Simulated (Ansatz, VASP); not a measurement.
**Two plane-wave programs on NaH**

The input POSCAR:

```
NaH
1.0
    0.1600640000      2.4400000000      2.4400000000
    2.4400000000      0.1600640000      2.4400000000
    2.6000640000      2.6000640000      0.0000000000
Na H
1 1
Direct
    0.0000000000      0.0000000000      0.0000000000
    0.5000000000      0.5000000000      0.5000000000
```

INCAR.step1

```
SYSTEM = NaH
  PREC = Accurate
  ENCUT = 520
  ISMEAR = 0
  SIGMA = 0.05
  LREAL = .False.
  LASPH = .True.
  NELM = 80
  NBANDS = 11
  GGA = PE
  ALGO = Normal
  EDIFF = 1E-4
  LWAVE = .True.
  LCHARG = .False.
```

INCAR.step2

```
SYSTEM = NaH
  PREC = Accurate
  ENCUT = 520
  EDIFF = 1E-6
  ISMEAR = 0
  SIGMA = 0.05
  LREAL = .False.
  LASPH = .True.
  NELM = 80
  ALGO = Normal
  ISIF = 2
  LWAVE = .False.
  LCHARG = .False.
  METAGGA = R2SCAN
  LMIXTAU = .True.
  NBANDS = 11
  ISTART = 1
```

File KPOINTS:

```
Automatic mesh
0
Gamma
  8 8 8
  0 0 0
```

Input for Ansatz:

```yaml
crystal:
  lattice:
    - [0.160064, 2.44, 2.44]
    - [2.44, 0.160064, 2.44]
    - [2.600064, 2.600064, 0.0]
  atoms:
    - { symbol: Na, position: [0.0, 0.0, 0.0] }
    - { symbol: H, position: [0.5, 0.5, 0.5] }
basis:
  ecutwfc: 500
kpoints:
  mp_grid: { grid: [8, 8, 8] }
hamiltonian:
  xc: r2scan
scf:
  occupations: { method: gaussian, width: 0.05 }
output:
  forces: true
  stress: true
  eigenvalues: true
```

Change from the starting cell: strain +0.1312 x Voigt [0, 0, 0, 0, 0, 1], atoms carried along.

Alike in both runs: task single point; functional r2SCAN; k mesh 8 × 8 × 8; occupations gaussian, width 0.05 eV; no spin polarisation.

|  | VASP | Ansatz |
| --- | --- | --- |
| version | VASP 6.6.1 | Ansatz 0.2.0 |
| potentials or method | VASP PAW PBE potentials, release 64 (Na_pv, H) | scalar-relativistic, plane waves, PAW |
| plane-wave cutoff (eV) | 520 | 500 |
| valence electrons in the cell | 8 | 10 |

Ansatz gave:

```
gap on the k mesh at the Fermi level (eV)       : 3.86
least direct gap on the mesh (eV)               : 5.02
pressure (GPa)                                  : -1.1
largest component of the traceless stress (GPa) : 3.08
```

Problem. Which values does VASP return?

Solution. gap on the k mesh at the Fermi level (eV): 3.87; least direct gap on the mesh (eV): 5.02; pressure (GPa): -1.3; largest component of the traceless stress (GPa): 3.06.

The functional is the same, so the differences come from potentials, cutoffs and numerics. The two sets of potentials don't hold the same shells in valence.

Caveats: the PAW data sets were made with another functional, which shifts forces and pressure a little (VASP). A k mesh can miss the band edges.
